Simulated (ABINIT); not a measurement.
TePt:

```
Pt Te
1.0
     1.98157    1.14406    6.66103
    -1.98157    1.14406    6.66103
     0.00000   -2.28812    6.66103
Pt Te
2 2
Direct
  0.12967 0.12967 0.12967
  0.87033 0.87033 0.87033
  0.40200 0.40200 0.40200
  0.59800 0.59800 0.59800
```

Base run:

- Program: ABINIT 10.8.3 (patched build)
- Functional: PBEsol
- Potentials or basis: PseudoDojo NC SR PBEsol v0.4.1 standard
- Cutoff: 1143 eV
- k mesh: 6 × 6 × 6
- Occupations: fermi-dirac, width 0.05 eV
- Spin: no spin polarisation

Its results: band gap on the k mesh none (metal or under the smearing width); pressure 0.2 GPa; largest force 0.322 eV/Å.

**Question.** The run is repeated on the same cell with these changes: functional from PBEsol to LDA; potentials or basis from PseudoDojo NC SR PBEsol v0.4.1 standard to JTH PAW LDA v2.0; cutoff from 1143 eV to 435 eV; valence electrons from 68 to 32. What comes out?

**Answer.** Band gap on the k mesh none (metal or under the smearing width); pressure -1.3 GPa; largest force 0.473 eV/Å.
